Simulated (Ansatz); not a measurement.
**ZnS (Wurtzite-4H) under changes of volume**

One of the cells (19.805 Å³/atom); the others are scaled copies at fixed shape and fractional positions:

```
CELL_PARAMETERS angstrom
3.82270 0.00000 0.00000
-1.91135 3.31056 0.00000
0.00000 0.00000 12.52000
ATOMIC_POSITIONS crystal
Zn 0.66667 0.33333 0.75000
Zn 0.33333 0.66667 0.25000
Zn 0.00000 0.00000 0.50000
Zn 0.00000 0.00000 0.00000
S 0.66667 0.33333 0.93750
S 0.33333 0.66667 0.43750
S 0.00000 0.00000 0.68750
S 0.00000 0.00000 0.18750
```

```yaml
Program: Ansatz 0.2.0
Functional: PBEsol
Potentials_or_basis: all-electron LAPW, scalar-relativistic
Cutoff: 280 eV (chosen from the basis error)
Basis_error_allowed: 0.001 eV/atom
k_mesh: 8 × 8 × 3
Occupations: fermi-dirac, width 0.05 eV
Spin: no spin polarisation
```

```tsv
volume (Å³/atom)	energy over the lowest point (meV/atom)	pressure (GPa)	gap on the mesh (eV)	largest force (eV/Å)
18.617	4.41	2.7	2.27	0.056
19.013	0.08	0.9	2.17	0.050
19.409	0.00	-0.8	2.08	0.045
19.805	3.72	-2.2	1.99	0.040
20.202	10.84	-3.5	1.91	0.035
20.598	?	?	?	?
20.994	33.87	-5.7	1.75	0.027
```

Problem. What does the run at 20.598 Å³/atom give?

Solution. Energy over the lowest point 21.00 meV/atom; pressure -4.7 GPa; gap on the mesh 1.83 eV; largest force 0.031 eV/Å.

Worked out: A Birch-Murnaghan fit of order 3 (a polynomial in V^(-2/3)) to the other rows has its minimum at 19.22 Å³/atom with B0 = V·E''(V) = 79 GPa and B' = 4.4 at fixed shape and positions, which overstates the stiffness. It gives 21.00 meV/atom at 20.598 Å³/atom, against the run's 21.00, and -dE/dV = -4.7 GPa, against -4.7. A straight line through the other rows of the gap, of slope -4.31 eV per unit of ln V (its deformation potential), gives 1.83 eV, against the run's 1.83.

Energies are extrapolated to zero smearing.

Caveats: an odd mesh through Γ misses points on the zone boundary, where band edges often lie (some runs).
